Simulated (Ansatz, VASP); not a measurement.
This is a calculation of MoS2 for VASP 6.6.1.

File INCAR:

```
SYSTEM = MoS2
ALGO = Normal
EDIFF = 1E-6
ENCUT = 520
GGA = PE
ISIF = 2
ISMEAR = -1
LASPH = .True.
LCHARG = .True.
LELF = .True.
LREAL = .False.
LVHAR = .True.
LWAVE = .False.
NBANDS = 20
NELM = 60
PREC = Accurate
SIGMA = 0.05
```

KPOINTS

```
k-points
0
Gamma
  10 10 2
  0 0 0
```

The input POSCAR:

```
MoS2
1.0
    3.2260272831      0.0000000000      0.0000000000
   -1.6130136416      2.7938215805      0.0000000000
    0.0000000000      0.0000000000     17.5627129508
Mo S
1 2
Direct
    0.0000000000      0.0000000000      0.0000000000
    0.3333333333      0.6666666667      0.9105070200
    0.3333333333      0.6666666667      0.0894929800
```

Potentials or basis: VASP PAW PBE potentials, release 64 (Mo_sv, S).

Run with:

```bash
$ cat potpaw_PBE.64/Mo_sv/POTCAR potpaw_PBE.64/S/POTCAR > POTCAR
$ mpirun -np 1 vasp_std > vasp.out
```

Question: Translate it to Ansatz 0.2.0. Potentials there: all-electron LAPW, scalar-relativistic.

Answer: As run (the cutoff follows the program's own potentials):

input.yaml

```yaml
crystal:
  lattice:
    - [3.2260272831, 0.0, 0.0]
    - [-1.6130136416, 2.7938215805, 0.0]
    - [0.0, 0.0, 17.5627129508]
  atoms:
    - { symbol: Mo, position: [0.0, 0.0, 0.0] }
    - { symbol: S, position: [0.3333333333, 0.6666666667, 0.91050702] }
    - { symbol: S, position: [0.3333333333, 0.6666666667, 0.08949298] }
kpoints:
  mp_grid: { grid: [10, 10, 2] }
scf:
  occupations: { method: fermi_dirac, width: 0.05 }
hamiltonian:
  xc: pbe
  pseudopotentials: { kind: all_electron, lapw: { basis_error: 0.001 } }
output:
  forces: true
  stress: true
  eigenvalues: true
```

Potentials or basis: all-electron LAPW, scalar-relativistic.

Run with:

```bash
$ ansatz run input.yaml --threads 2 --pin off --max-ram 6144MiB --backend cpu --events-out ev --progress --plain --runs-dir out
```

Both were run:

|  | VASP | Ansatz | Ansatz less VASP |
| --- | --- | --- | --- |
| gap on the k mesh at the Fermi level (eV) | 1.64 | 1.63 | -0.008 |
| least direct gap on the mesh (eV) | 1.82 | 1.82 | -0.003 |
| rms of the force components (eV/Å) | 0.193 | 0.188 | -0.0050 |

Atom by atom the forces differ by 0.005 eV/Å (rms over components). Ansatz ran all-electron here, so the differences hold the error of VASP's frozen core and of both bases.
